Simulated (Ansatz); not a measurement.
## Relaxation path: Mo (sc type)

DFT, PBE, PAW with Ansatz's default frozen-core files, scalar-relativistic (Ansatz 0.2.0); a Γ-centred 16×16×16 k mesh, Fermi–Dirac smearing of 0.08 eV, no spin polarisation. The run relaxes cell and atoms at a target pressure of 100 GPa.

Command: `ansatz run input.yaml --threads 1 --pin off --max-ram 3584MiB --backend cpu --events-out ev --progress --plain --runs-dir out` It took 3.4 s on 1 thread of Intel(R) Xeon(R) 6975P-C (Granite Rapids), with other jobs on the host, peak memory 0.35 GiB.

PAW: frozen-core files, cutoff 420 eV; forces are relaxed below 0.005 eV/Å.

Each step lists its enthalpy F + pV a cell above the last geometry, the pressure, the cell vectors (Å), and Cartesian positions (Å) with forces (eV/Å).

The first step:

```
step 1  dH = 3.02 meV  P = 106.5 GPa
  cell 2.3512 0.0000 0.0000  0.0000 2.3512 0.0000  0.0000 0.0000 2.3512
  Mo 0.0000 0.0000 0.0000   0.0000 0.0000 0.0000
```

Where does the relaxation end, and by which steps?

After 3 geometries, with conventional a, b, c = 2.360, 2.360, 2.360 Å, at 13.149 Å³/atom (+1.17 % against the start) in space group Pm-3m, with a shortest distance of 2.360 Å. The further steps:
```
step 2  dH = 3.23 meV  P = 93.6 GPa  (not accepted)
  cell 2.3697 0.0000 0.0000  0.0000 2.3697 0.0000  0.0000 0.0000 2.3697
  Mo 0.0000 0.0000 0.0000   0.0000 0.0000 0.0000
step 3  dH = 0.00 meV  P = 100.0 GPa
  cell 2.3603 0.0000 0.0000  0.0000 2.3603 0.0000  0.0000 0.0000 2.3603
  Mo 0.0000 0.0000 0.0000   0.0000 0.0000 0.0000
step 4  dH = -0.07 meV  P = 100.0 GPa  (same geometry on a basis chosen anew; earlier energies don't compare to the last digit)
  cell 2.3603 0.0000 0.0000  0.0000 2.3603 0.0000  0.0000 0.0000 2.3603
  Mo 0.0000 0.0000 0.0000   0.0000 0.0000 0.0000
```
